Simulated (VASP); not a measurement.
# BN (P6_3/mmc) in VASP: band structure with HSE06

Aim: the band structure of BN with HSE06.

Program: VASP 6.6.1. These are calculated values, not measurements. Logs are shortened: lines on timing, memory, paths and dates and some standing lists are left out, and cuts for length are marked.

### Step 1. Starting point

It takes space group P6_3/mmc (No. 194, hexagonal). Conventional cell: a = 2.498 Å, b = 2.498 Å, c = 6.636 Å, α = 90.00°, β = 90.00°, γ = 120.00°. Around B (site symmetry -6m2) lie 3 N at 1.44 Å. N (site symmetry -6m2) is surrounded by 3 B at 1.44 Å.

### Step 2. Band structure, HSE06

The input, POSCAR:

```
BN
1.0
    2.4982400000      0.0000000000      0.0000000000
   -1.2491200000      2.1635393000      0.0000000000
    0.0000000000      0.0000000000      6.6357000000
B N
2 2
Direct
    0.3333333300      0.6666666700      0.2500000000
    0.6666666700      0.3333333300      0.7500000000
    0.3333333300      0.6666666700      0.7500000000
    0.6666666700      0.3333333300      0.2500000000
```

The input, INCAR.step1:

```
SYSTEM = BN
PREC = Accurate
ENCUT = 520
EDIFF = 1E-5
ISMEAR = 0
SIGMA = 0.02
LREAL = .FALSE.
LASPH = .TRUE.
NELM = 80
ALGO = Normal
ISIF = 2
LWAVE = .TRUE.
LCHARG = .FALSE.
KPAR = 4
GGA = PE
```

The input, INCAR.step2:

```
SYSTEM = BN
PREC = Accurate
ENCUT = 520
EDIFF = 1E-7
ISMEAR = 0
SIGMA = 0.02
LREAL = .FALSE.
LASPH = .TRUE.
NELM = 80
ALGO = Normal
ISIF = 2
LWAVE = .FALSE.
LCHARG = .FALSE.
GGA = PE
LHFCALC = .TRUE.
HFSCREEN = 0.2
PRECFOCK = Fast
KPAR = 4
ISTART = 1
```

The input, KPOINTS:

```
Automatic mesh
0
G
  9 9 4
  0 0 0
```

The input, KPOINTS_OPT:

```
path GMKGALHA,LM,KH
10
line-mode
reciprocal
 0.0000000000  0.0000000000  0.0000000000  G
 0.5000000000  0.0000000000  0.0000000000  M

 0.5000000000  0.0000000000  0.0000000000  M
 0.3333333333  0.3333333333  0.0000000000  K

 0.3333333333  0.3333333333  0.0000000000  K
 0.0000000000  0.0000000000  0.0000000000  G

 0.0000000000  0.0000000000  0.0000000000  G
 0.0000000000  0.0000000000  0.5000000000  A

 0.0000000000  0.0000000000  0.5000000000  A
 0.5000000000  0.0000000000  0.5000000000  L

 0.5000000000  0.0000000000  0.5000000000  L
 0.3333333333  0.3333333333  0.5000000000  H

 0.3333333333  0.3333333333  0.5000000000  H
 0.0000000000  0.0000000000  0.5000000000  A

 0.5000000000  0.0000000000  0.5000000000  L
 0.5000000000  0.0000000000  0.0000000000  M

 0.3333333333  0.3333333333  0.0000000000  K
 0.3333333333  0.3333333333  0.5000000000  H
```

Potentials or basis: VASP PAW PBE potentials, release 64 (B, N).

Run with:

```console
> cat potpaw_PBE.64/B/POTCAR potpaw_PBE.64/N/POTCAR > POTCAR
> cp INCAR.step1 INCAR
> mpirun -np 4 vasp_std > vasp.out
> cp INCAR.step2 INCAR
> mpirun -np 4 vasp_std > vasp.out
```

OUTCAR:

```text
SYSTEM = BN
   PREC = Accurate
   ENCUT = 520
   EDIFF = 1E-7
   ISMEAR = 0
   LREAL = .FALSE.
   LASPH = .TRUE.
   NELM = 80
   ISIF = 2
   GGA = PE
   LHFCALC = .TRUE.
   HFSCREEN = 0.2
   PRECFOCK = Fast
   ISTART = 1

 ion  position               nearest neighbor table
   1  0.333  0.667  0.250-   4 1.44   4 1.44   4 1.44
   2  0.667  0.333  0.750-   3 1.44   3 1.44   3 1.44
   3  0.333  0.667  0.750-   2 1.44   2 1.44   2 1.44
   4  0.667  0.333  0.250-   1 1.44   1 1.44   1 1.44

  LATTYP: Found a hexagonal cell.
 ALAT       =     2.4982400000
 C/A-ratio  =     2.6561499296

  Lattice vectors:

 A1 = (   2.4982400000,   0.0000000000,   0.0000000000)
 A2 = (  -1.2491200000,   2.1635393000,   0.0000000000)
 A3 = (   0.0000000000,   0.0000000000,   6.6357000000)

Analysis of symmetry for initial positions (statically):
=====================================================================
 Subroutine PRICEL returns:
 Original cell was already a primitive cell.

 Routine SETGRP: Setting up the symmetry group for a
 hexagonal supercell.

 Subroutine GETGRP returns: Found 24 space group operations
 (whereof 12 operations were pure point group operations)
 out of a pool of 24 trial point group operations.

The static configuration has the point symmetry D_3d.
 The point group associated with its full space group is D_6h.

Analysis of symmetry for dynamics (positions and initial velocities):
=====================================================================
 Subroutine PRICEL returns:
 Original cell was already a primitive cell.

 Routine SETGRP: Setting up the symmetry group for a
 hexagonal supercell.

 Subroutine GETGRP returns: Found 24 space group operations
 (whereof 12 operations were pure point group operations)
 out of a pool of 24 trial point group operations.

The dynamic configuration has the point symmetry D_3d.
 The point group associated with its full space group is D_6h.

 Subroutine INISYM returns: Found 24 space group operations
 (whereof 12 operations are pure point group operations),
 and found     1 'primitive' translations

----------------------------------------------------------------------------------------

                                     Primitive cell

  volume of cell :      35.8662

  direct lattice vectors                    reciprocal lattice vectors
     2.498240000  0.000000000  0.000000000     0.400281798  0.231102805  0.000000000
[... 112 lines left out ...]
  Fermi-wavevector in a.u.,A,eV,Ry     =   1.250891  2.363842 21.289433  1.564729
  Thomas-Fermi vector in A             =   2.384864
   LORBIT       =      0    0 simple, 1 ext, 2 COOP (PROOUT), +10 PAW based schemes
   GGA     = PE    functional components
   LHFCALC =     T    Hartree Fock is set to
   PRECFOCK=fast      Normal, Fast or Accurate (Low or Medium for compatibility)
   ENCUT4O =  -1.0   cutoff for four orbital integrals eV
   NKREDX  =     1    reduce k-point grid by
   NKREDY  =     1    reduce k-point grid by
   NKREDZ  =     1    reduce k-point grid by
   AEXX    =    0.2500 exact exchange contribution
   HFSCREEN=    0.2000 screening length (either q_TF or 0.3 A-1)
   HFSCREENC=   0.2000 screening length for correlation (either q_TF or 0.3 A-1)
   ENCUTFOCK=  -1.0 apply spherical cutoff to Coloumb kernel
   IVDW    =     0    specifies the selected vdW correction
   LEPSILON=     F    determine dielectric tensor
   LRPA    =     F    only Hartree local field effects (RPA)
 non-spin polarized calculation
 Gauss-broadening in eV      SIGMA  =   0.02
  energy-cutoff  :      520.00
  volume of cell :       35.87
 maximum number of plane-waves:       985
 NGX is ok and might be reduce to    20
  NGX = 12; NGY = 12; NGZ = 32

 number of electron      15.9999997 magnetization

 Free energy of the ion-electron system (eV)
  ---------------------------------------------------
  ext. energy  EPLUGINS =         0.00000000
  ---------------------------------------------------
  free energy    TOTEN  =       -40.85054359 eV

  energy without entropy =      -40.85054359  energy(sigma->0) =      -40.85054359

 E-fermi :   1.5872     XC(G=0):  -8.3221

 val. band max:        1.4798969278   @ k =   0.3333   0.3333   0.5000
 cond. band min:       7.2397541385   @ k =   0.4444   0.1111   0.0000
 fundamental gap:      5.7598572107
 Fermi energy:         1.5872217605

 k-point     1 :       0.0000    0.0000    0.0000
  band No.  band energies     occupation
      1     -18.1667      2.00000
      2     -17.8554      2.00000
      3      -5.3457      2.00000
      4      -3.0477      2.00000
      5      -0.0844      2.00000
      6      -0.0844      2.00000
      7      -0.0434      2.00000
      8      -0.0434      2.00000
      9       7.9439      0.00000
     10      13.5818      0.00000
     11      14.8634      0.00000
     12      14.8638      0.00000
[... 331 lines left out ...]
 k-point    24 :       0.3333    0.3333    0.2500
  band No.  band energies     occupation
      1     -14.0156      2.00000
      2     -14.0156      2.00000
      3      -7.2615      2.00000
      4      -7.1419      2.00000
      5      -6.4845      2.00000
      6      -6.4845      2.00000
      7       1.4419      2.00000
      8       1.4419      2.00000
      9       7.6863      0.00000
     10       7.6863      0.00000
     11      13.8751      0.00000
     12      16.1910      0.00000

 [... further k-points ...]

------------------------ aborting loop because EDIFF is reached ----------------------------------------

  FORCE on cell =-STRESS in cart. coord.  units (eV):
  Direction    XX          YY          ZZ          XY          YZ          ZX
  --------------------------------------------------------------------------------------
  -------------------------------------------------------------------------------------
  Total       -0.1679781     -0.1679781      0.5062127      0.0000000      0.0000000      0.0000000
  in kB       -7.5037344     -7.5037344     22.6129880      0.0000000      0.0000000      0.0000000
  external PRESSURE =       2.5351731 kB  Pullay stress =       0.0000000 kB

 VOLUME and BASIS-vectors are now :
 -----------------------------------------------------------------------------
  energy-cutoff  :      520.00
  volume of cell :       35.87
      direct lattice vectors                 reciprocal lattice vectors
     2.498240000  0.000000000  0.000000000     0.400281798  0.231102805  0.000000000
    -1.249120000  2.163539300  0.000000000     0.000000000  0.462205609  0.000000000
     0.000000000  0.000000000  6.635700000     0.000000000  0.000000000  0.150700002

 POSITION                                       TOTAL-FORCE (eV/Angst)
 -----------------------------------------------------------------------------------
     -0.00000      1.44236      1.65892         0.000000     -0.000000      0.000000
      1.24912      0.72118      4.97677        -0.000000      0.000000     -0.000000
     -0.00000      1.44236      4.97677         0.000000     -0.000000      0.000000
      1.24912      0.72118      1.65892        -0.000000      0.000000     -0.000000
 -----------------------------------------------------------------------------------
    total drift:                                0.000001      0.000000      0.000000

  FREE ENERGIE OF THE ION-ELECTRON SYSTEM (eV)
  ---------------------------------------------------
  free  energy   TOTEN  =       -40.8505435860 eV

  energy  without entropy=      -40.8505435860  energy(sigma->0) =      -40.85054359
```

OUTCAR.step1:

```text
SYSTEM = BN
   PREC = Accurate
   ENCUT = 520
   EDIFF = 1E-5
   ISMEAR = 0
   LREAL = .FALSE.
   LASPH = .TRUE.
   NELM = 80
[... 592 lines left out ...]
      1.24912      0.72118      4.97677        -0.000000     -0.000000      0.000000
     -0.00000      1.44236      4.97677        -0.000000      0.000000      0.000000
      1.24912      0.72118      1.65892         0.000000      0.000000      0.000000
 -----------------------------------------------------------------------------------
    total drift:                               -0.000002      0.000001      0.000000

  FREE ENERGIE OF THE ION-ELECTRON SYSTEM (eV)
  ---------------------------------------------------
  free  energy   TOTEN  =       -35.1469116492 eV

  energy  without entropy=      -35.1469116492  energy(sigma->0) =      -35.14691165
```

Run time: 13 min. Hardware: 4 MPI ranks of Intel Xeon Platinum 8488C (Sapphire Rapids), shared host; peak memory 0.33 GiB.

What came out:

| Item | Value |
| --- | --- |
| Free energy | -40.8505 eV |
| Pressure | 0.3 GPa |
| Band gap on the k mesh | 5.76 eV, indirect (least direct gap 6.09 eV) |
| Band gap along the path | 5.58 eV, indirect (least direct gap 6.09 eV) |

Stress tensor (GPa, compression positive):
```
-0.75  0.00  0.00
 0.00 -0.75  0.00
 0.00  0.00  2.26
```

Levels at the corners of the path, in eV from the valence-band top:
| point | band 6 | band 7 | band 8 | band 9 | band 10 | band 11 |
| --- | --- | --- | --- | --- | --- | --- |
| Γ | -1.60 | -1.56 | -1.56 | 6.43 | 12.07 | 13.37 |
| M | -4.60 | -1.59 | -0.52 | 5.58 | 7.10 | 11.11 |
| M | -4.60 | -1.59 | -0.52 | 5.58 | 7.10 | 11.11 |
| K | -8.00 | -0.11 | -0.11 | 6.29 | 6.29 | 12.02 |
| K | -8.00 | -0.11 | -0.11 | 6.29 | 6.29 | 12.02 |
| Γ | -1.60 | -1.56 | -1.56 | 6.43 | 12.07 | 13.35 |
| Γ | -1.60 | -1.56 | -1.56 | 6.43 | 12.07 | 13.35 |
| A | -1.58 | -1.58 | -1.58 | 9.00 | 9.00 | 13.42 |
| A | -1.58 | -1.58 | -1.58 | 9.00 | 9.00 | 13.42 |
| L | -4.63 | -1.03 | -1.03 | 6.08 | 6.08 | 11.56 |
| L | -4.63 | -1.03 | -1.03 | 6.08 | 6.08 | 11.56 |
| H | -8.00 | -0.04 | -0.04 | 6.05 | 6.05 | 13.32 |
| H | -8.00 | -0.04 | -0.04 | 6.05 | 6.05 | 13.32 |
| A | -1.58 | -1.58 | -1.58 | 9.00 | 9.00 | 13.42 |
| L | -4.63 | -1.03 | -1.03 | 6.08 | 6.08 | 11.56 |
| M | -4.60 | -1.59 | -0.52 | 5.58 | 7.10 | 11.11 |
| K | -8.00 | -0.11 | -0.11 | 6.29 | 6.29 | 12.02 |
| H | -8.00 | -0.04 | -0.04 | 6.05 | 6.05 | 13.32 |

Caveat: the PAW data sets were made with another functional, which shifts forces and pressure a little; the mesh misses the band edges, which the band path finds closer together; this functional lacks dispersion, which binds the layers, so the pressure and a relaxed spacing across them are unreliable.
